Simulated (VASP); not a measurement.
# InPd (Pm-3m) in VASP: a series of runs, part 3 of 3

VASP 6.6.1. The steps go on from the part before.

### Step 5. Optical spectrum, optPBE-vdW

INCAR reads:

```
SYSTEM = InPd
  PREC = Accurate
  ENCUT = 520
  EDIFF = 1E-6
  ISMEAR = -5
  SIGMA = 0.05
  LREAL = .False.
  LASPH = .True.
  NELM = 60
  ALGO = Normal
  ISIF = 2
  LWAVE = .False.
  LCHARG = .False.
  GGA = OR
  LUSE_VDW = .True.
  AGGAC = 0.0
  LOPTICS = .True.
  NBANDS = 44
  NEDOS = 1000
  CSHIFT = 0.1
```

InPd.cif reads:

```cif
data_InPd
_cell_length_a 3.27188478
_cell_length_b 3.27188478
_cell_length_c 3.27188478
_cell_angle_alpha 90.00000000
_cell_angle_beta 90.00000000
_cell_angle_gamma 90.00000000
_space_group_name_H-M_alt 'Pm-3m'
_space_group_name_Hall '-P 4 2 3'
_space_group_IT_number 221
loop_
_space_group_symop_operation_xyz
'x,y,z'
'-x,-y,-z'
'-y,x,z'
'y,-x,-z'
'-x,-y,z'
'x,y,-z'
'y,-x,z'
'-y,x,-z'
'x,-y,-z'
'-x,y,z'
'-y,-x,-z'
'y,x,z'
'-x,y,-z'
'x,-y,z'
'y,x,-z'
'-y,-x,z'
'z,x,y'
'-z,-x,-y'
'z,-y,x'
'-z,y,-x'
'z,-x,-y'
'-z,x,y'
'z,y,-x'
'-z,-y,x'
'-z,x,-y'
'z,-x,y'
'-z,-y,-x'
'z,y,x'
'-z,-x,y'
'z,x,-y'
'-z,y,x'
'z,-y,-x'
'y,z,x'
'-y,-z,-x'
'x,z,-y'
'-x,-z,y'
'-y,z,-x'
'y,-z,x'
'-x,z,y'
'x,-z,-y'
'-y,-z,x'
'y,z,-x'
'-x,-z,-y'
'x,z,y'
'y,-z,-x'
'-y,z,x'
'x,-z,y'
'-x,z,-y'
loop_
_atom_site_label
_atom_site_type_symbol
_atom_site_symmetry_multiplicity
_atom_site_Wyckoff_symbol
_atom_site_fract_x
_atom_site_fract_y
_atom_site_fract_z
_atom_site_occupancy
In1 In 1 a 0.0000000000 0.0000000000 0.0000000000 1
Pd1 Pd 1 b 0.5000000000 0.5000000000 0.5000000000 1
```

KPOINTS reads:

```
regular mesh
0
Gamma
  8 8 8
  0 0 0
```

POSCAR reads:

```
In Pd
 1.0000000000000000
     3.2718847800000002    0.0000000000000000    0.0000000000000000
     0.0000000000000000    3.2718847800000002    0.0000000000000000
     0.0000000000000000    0.0000000000000000    3.2718847800000002
 In  Pd 
   1   1
Cartesian
  0.0000000000000000  0.0000000000000000  0.0000000000000000
  1.6359423900000001  1.6359423900000001  1.6359423900000001
```

Potentials or basis: VASP PAW PBE potentials, release 64 (In_d, Pd).

Command:

```console
$ ase convert -i cif -o vasp InPd.cif POSCAR
$ cat potpaw_PBE.64/In_d/POTCAR potpaw_PBE.64/Pd/POTCAR > POTCAR
$ mpirun -np 1 vasp_std > vasp.out
```

OUTCAR:

```text
SYSTEM = InPd
   PREC = Accurate
   ENCUT = 520
   EDIFF = 1E-6
   ISMEAR = -5
   LREAL = .False.
   LASPH = .True.
   NELM = 60
   ISIF = 2
   GGA = OR

 ion  position               nearest neighbor table
   1  0.000  0.000  0.000-   2 2.83   2 2.83   2 2.83   2 2.83   2 2.83   2 2.83   2 2.83   2 2.83

   2  0.500  0.500  0.500-   1 2.83   1 2.83   1 2.83   1 2.83   1 2.83   1 2.83   1 2.83   1 2.83

  LATTYP: Found a simple cubic cell.
 ALAT       =     3.2718847800

  Lattice vectors:

 A1 = (   3.2718847800,   0.0000000000,   0.0000000000)
 A2 = (   0.0000000000,   3.2718847800,   0.0000000000)
 A3 = (   0.0000000000,   0.0000000000,   3.2718847800)

Analysis of symmetry for initial positions (statically):
=====================================================================
 Subroutine PRICEL returns:
 Original cell was already a primitive cell.

 Routine SETGRP: Setting up the symmetry group for a
 simple cubic supercell.

 Subroutine GETGRP returns: Found 48 space group operations
 (whereof 48 operations were pure point group operations)
 out of a pool of 48 trial point group operations.

The static configuration has the point symmetry O_h .

Analysis of symmetry for dynamics (positions and initial velocities):
=====================================================================
 Subroutine PRICEL returns:
 Original cell was already a primitive cell.

 Routine SETGRP: Setting up the symmetry group for a
 simple cubic supercell.

 Subroutine GETGRP returns: Found 48 space group operations
 (whereof 48 operations were pure point group operations)
 out of a pool of 48 trial point group operations.

The dynamic configuration has the point symmetry O_h .

 Subroutine INISYM returns: Found 48 space group operations
 (whereof 48 operations are pure point group operations),
 and found     1 'primitive' translations

----------------------------------------------------------------------------------------

                                     Primitive cell

  volume of cell :      35.0263

  direct lattice vectors                    reciprocal lattice vectors
     3.271884780  0.000000000  0.000000000     0.305634234  0.000000000  0.000000000
     0.000000000  3.271884780  0.000000000     0.000000000  0.305634234  0.000000000
     0.000000000  0.000000000  3.271884780     0.000000000  0.000000000  0.305634234

  length of vectors
     3.271884780  3.271884780  3.271884780     0.305634234  0.305634234  0.305634234

  position of ions in fractional coordinates (direct lattice)
     0.000000000  0.000000000  0.000000000
     0.500000000  0.500000000  0.500000000

  ion indices of the primitive-cell ions
   primitive index   ion index
                 1           1
                 2           2

----------------------------------------------------------------------------------------

 KPOINTS: regular mesh

Automatic generation of k-mesh.
 Grid dimensions read from file:
 generate k-points for:    8    8    8

 Generating k-lattice:

  Cartesian coordinates                     Fractional coordinates (reciprocal lattice)
     0.038204279  0.000000000  0.000000000     0.125000000  0.000000000  0.000000000
     0.000000000  0.038204279  0.000000000     0.000000000  0.125000000  0.000000000
     0.000000000  0.000000000  0.038204279     0.000000000  0.000000000  0.125000000

  Length of vectors
     0.038204279  0.038204279  0.038204279

  Shift w.r.t. Gamma in fractional coordinates (k-lattice)
     0.000000000  0.000000000  0.000000000

 TETIRR: Found    250 inequivalent tetrahedra from     3072

 Subroutine IBZKPT returns following result:
 ===========================================

 Found     35 irreducible k-points:

 Following reciprocal coordinates:
            Coordinates               Weight
  0.000000  0.000000  0.000000      1.000000
  0.125000  0.000000  0.000000      6.000000
  0.250000  0.000000  0.000000      6.000000
  0.375000  0.000000  0.000000      6.000000
  0.500000  0.000000  0.000000      3.000000
  0.125000  0.125000  0.000000     12.000000
[... 16 lines left out ...]
  0.375000  0.375000  0.125000     24.000000
  0.500000  0.375000  0.125000     24.000000
 [... further k-points ...]
   k-points           NKPTS =     35   k-points in BZ     NKDIM =     35   number of bands    NBANDS=     44
   number of dos      NEDOS =   1000   number of ions     NIONS =      2
   total plane-waves  NPLWV =  13824
   dimension x,y,z NGX =    24 NGY =   24 NGZ =   24
   dimension x,y,z NGXF=    48 NGYF=   48 NGZF=   48
   ions per type =               1   1
   NGX,Y,Z   is equivalent  to a cutoff of  12.19, 12.19, 12.19 a.u.
   NGXF,Y,Z  is equivalent  to a cutoff of  24.39, 24.39, 24.39 a.u.
 SYSTEM =  InPd
   PREC   = accura    normal or accurate (medium, high low for compatibility)
   ISTART =      0    job   : 0-new  1-cont  2-samecut
   ICHARG =      2    charge: 1-file 2-atom 10-const
   ISPIN  =      1    spin polarized calculation?
   LNONCOLLINEAR =      F non collinear calculations
   LSORBIT =      F    spin-orbit coupling
   LASPH  =      T    aspherical Exc in radial PAW
   ENCUT  =  520.0 eV  38.22 Ry    6.18 a.u.   6.08  6.08  6.08*2*pi/ulx,y,z
   NELM   =     60;   NELMIN=  2; NELMDL= -5     # of ELM steps
   EDIFF  = 0.1E-05   stopping-criterion for ELM
   LREAL  =      F    real-space projection
   EDIFFG = 0.1E-04   stopping-criterion for IOM
   NSW    =      0    number of steps for IOM
   IBRION =     -1    ionic relax: 0-MD 1-quasi-New 2-CG
   NFREE  =      0    steps in history (QN), initial steepest desc. (CG)
   ISIF   =      2    stress and relaxation
   ISYM   =      2    0-nonsym 1-usesym 2-fastsym
   POTIM  = 0.5000    time-step for ionic-motion
   TEBEG  =    0.0;   TEEND  =   0.0 temperature during run
   PSTRESS=    0.0 pullay stress
   NELECT =      23.0000    total number of electrons
   NUPDOWN=      -1.0000    fix difference up-down
   EMIN   =  10.00;   EMAX   =-10.00  energy-range for DOS
   EFERMI =   0.00;   METHOD = LEGACY
   ISMEAR =    -5;   SIGMA  =   0.05  broadening in eV -4-tet -1-fermi 0-gaus
   EFERMI_NEDOS =   21; number of points for ismear=-14 and -15
   IALGO  =     38    algorithm
   IMIX   =      4    mixing-type and parameters
     AMIX     =   0.40;   BMIX     =  1.00
     AMIX_MAG =   1.60;   BMIX_MAG =  1.00
  volume/ion in A,a.u.               =      17.51       118.18
  Fermi-wavevector in a.u.,A,eV,Ry     =   1.422938  2.688964 27.548447  2.024754
  Thomas-Fermi vector in A             =   2.543589
   LORBIT       =      0    0 simple, 1 ext, 2 COOP (PROOUT), +10 PAW based schemes
   GGA     = OR    functional components
   LHFCALC =     F    Hartree Fock is set to
   AEXX    =    0.0000 exact exchange contribution
   IVDW_NL    =     1    kernel type
   BPARAM     = 6.3000
   IVDW    =     0    specifies the selected vdW correction
   LEPSILON=     F    determine dielectric tensor
   LRPA    =     F    only Hartree local field effects (RPA)
 non-spin polarized calculation
 Fermi weights with tetrahedron method with Bloechl corrections
  energy-cutoff  :      520.00
  volume of cell :       35.03
 maximum number of plane-waves:       968
   NGX = 13   NGY = 13   NGZ = 13

 number of electron      22.9999997 magnetization

 Free energy of the ion-electron system (eV)
  ---------------------------------------------------
  ext. energy  EPLUGINS =         0.00000000
  ---------------------------------------------------
  free energy    TOTEN  =        -2.01949444 eV

  energy without entropy =       -2.01949444  energy(sigma->0) =       -2.01949444

 E-fermi :  10.5095     XC(G=0): -12.1859

 val. band max:       10.8428698021   @ k =   0.5000   0.5000   0.2500
 cond. band min:      10.6507622958   @ k =   0.5000   0.5000   0.3750
 fundamental gap:     -0.1921075063
 Fermi energy:        10.5095121155

 k-point     1 :       0.0000    0.0000    0.0000
  band No.  band energies     occupation
      1      -4.5457      2.00000
      2      -4.5457      2.00000
      3      -4.1418      2.00000
      4      -4.1418      2.00000
      5      -4.1418      2.00000
      6       0.4410      2.00000
[... 15 lines left out ...]
     22      31.1618      0.00000
     23      31.1618      0.00000
[... 575 lines left out ...]
      1      -4.4488      2.00000
      2      -4.3078      2.00000
      3      -4.2953      2.00000
      4      -4.2753      2.00000
      5      -3.9871      2.00000
      6       4.3478      2.00000
[... 15 lines left out ...]
     22      31.4358      0.00000
     23      32.1921      0.00000

 [... further k-points ...]

 [bands above 23 left out]

------------------------ aborting loop because EDIFF is reached ----------------------------------------

  FORCE on cell =-STRESS in cart. coord.  units (eV):
  Direction    XX          YY          ZZ          XY          YZ          ZX
  --------------------------------------------------------------------------------------
  -------------------------------------------------------------------------------------
  Total        1.1942493      1.1942493      1.1942493     -0.0000000     -0.0000000     -0.0000000
  in kB       54.6275296     54.6275296     54.6275296     -0.0000000     -0.0000000     -0.0000000
  external PRESSURE =      54.6275296 kB  Pullay stress =       0.0000000 kB

 VOLUME and BASIS-vectors are now :
 -----------------------------------------------------------------------------
  energy-cutoff  :      520.00
  volume of cell :       35.03
      direct lattice vectors                 reciprocal lattice vectors
     3.271884780  0.000000000  0.000000000     0.305634234  0.000000000  0.000000000
     0.000000000  3.271884780  0.000000000     0.000000000  0.305634234  0.000000000
     0.000000000  0.000000000  3.271884780     0.000000000  0.000000000  0.305634234

 POSITION                                       TOTAL-FORCE (eV/Angst)
 -----------------------------------------------------------------------------------
      0.00000      0.00000      0.00000         0.000000      0.000000      0.000000
      1.63594      1.63594      1.63594         0.000000      0.000000      0.000000
 -----------------------------------------------------------------------------------
    total drift:                                0.000000      0.000000     -0.000000

  FREE ENERGIE OF THE ION-ELECTRON SYSTEM (eV)
  ---------------------------------------------------
  free  energy   TOTEN  =        -2.0194944399 eV

  energy  without entropy=       -2.0194944399  energy(sigma->0) =       -2.01949444

Total vdW correction in eV:      4.1962437
```

It took 26 s on 1 thread of AMD EPYC 9R45 (Zen 5), shared host; peak memory 0.26 GiB.

What came out:

```
Free energy            : -2.0195 eV
Pressure               : 5.5 GPa
Band gap on the k mesh : none (metal or under the smearing width)
```

Caveat: the PAW data sets were made with another functional, which shifts forces and pressure a little; tetrahedron occupations give inexact forces and stress in metals.

### Step 6. Band structure, PBEsol, spin-orbit coupling, no magnetisation

INCAR reads:

```
SYSTEM = InPd
ALGO = Normal ; EDIFF = 1E-7
ENCUT = 520 ; GGA = PS
GGA_COMPAT = .FALSE. ; ISIF = 2
ISMEAR = -1 ; LASPH = .TRUE.
LCHARG = .FALSE. ; LMAXMIX = 4
LORBIT = 11 ; LREAL = .FALSE.
LSORBIT = .TRUE. ; LWAVE = .FALSE.
MAGMOM = 0 0 0 0 0 0 ; NBANDS = 35
NELM = 60 ; PREC = Accurate
SIGMA = 0.05
```

KPOINTS reads:

```
k-points
0
G
  6 6 6
  0 0 0
```

POSCAR reads:

```
InPd
1.0
    3.2718847800      0.0000000000      0.0000000000
    0.0000000000      3.2718847800      0.0000000000
    0.0000000000      0.0000000000      3.2718847800
In Pd
1 1
Direct
    0.0000000000      0.0000000000      0.0000000000
    0.5000000000      0.5000000000      0.5000000000
```

KPOINTS_OPT reads:

```
path GXMGRX,MR
10
line-mode
reciprocal
 0.0000000000  0.0000000000  0.0000000000  G
 0.0000000000  0.5000000000  0.0000000000  X

 0.0000000000  0.5000000000  0.0000000000  X
 0.5000000000  0.5000000000  0.0000000000  M

 0.5000000000  0.5000000000  0.0000000000  M
 0.0000000000  0.0000000000  0.0000000000  G

 0.0000000000  0.0000000000  0.0000000000  G
 0.5000000000  0.5000000000  0.5000000000  R

 0.5000000000  0.5000000000  0.5000000000  R
 0.0000000000  0.5000000000  0.0000000000  X

 0.5000000000  0.5000000000  0.0000000000  M
 0.5000000000  0.5000000000  0.5000000000  R
```

Potentials or basis: VASP PAW PBE potentials, release 64 (In_d, Pd).

Command:

```console
$ cat potpaw_PBE.64/In_d/POTCAR potpaw_PBE.64/Pd/POTCAR > POTCAR
$ mpirun -np 1 vasp_ncl > vasp.out
```

It took 66 s on 1 thread of AMD EPYC 9R45 (Zen 5), shared host; peak memory 0.2 GiB.

The run converged. Its results:

```
Free energy                                           : -10.0372 eV
Pressure                                              : -2.7 GPa
Valence electrons inside the program's atomic spheres : In 11.45; Pd 9.47
```

Caveat: the PAW data sets were made with another functional, which shifts forces and pressure a little.

### Step 7. Summary

| task | level | potentials or basis | spin | cell | k mesh | smearing | k mesh for the DOS | occupations for the DOS | pressure (GPa) |
| --- | --- | --- | --- | --- | --- | --- | --- | --- | --- |
| band structure | SCAN | VASP PAW PBE potentials, release 64 (In_d, Pd) | SOC, no magnetisation | as given | 6 × 6 × 6 | fermi-dirac 0.05 eV | - | - | -1.7 |
| band structure | rSCAN | VASP PAW PBE potentials, release 64 (In_d, Pd) | off | as given | 8 × 8 × 8 | fermi-dirac 0.05 eV | - | - | -0.3 |
| density of states | PBE+TS | VASP PAW PBE potentials, release 54 (In_d, Pd) | off | cell strained at random at fixed volume | 8 × 8 × 8 | methfessel-paxton 0.1 eV | 12 × 12 × 12 | tetrahedron | - |
| optical spectrum | optPBE-vdW | VASP PAW PBE potentials, release 64 (In_d, Pd) | off | as given | 8 × 8 × 8 | tetrahedron | - | - | 5.5 |
| band structure | PBEsol | VASP PAW PBE potentials, release 64 (In_d, Pd) | SOC, no magnetisation | as given | 6 × 6 × 6 | fermi-dirac 0.05 eV | - | - | -2.7 |

Alike in all rows: cutoff (eV) 520.

Caveats: the PAW data sets were made with another functional, which shifts forces and pressure a little (some runs); tetrahedron occupations give inexact forces and stress in metals (some runs); spin-orbit coupling is left out, which moves the levels of the heavy elements (some runs); atom-pairwise D2, TS and ULG terms overbind metals (some runs); pairwise dispersion overbinds metals, which lowers pressure and volume (some runs).

Total energies depend on the potentials used, so only differences within one code and one set of settings carry meaning.
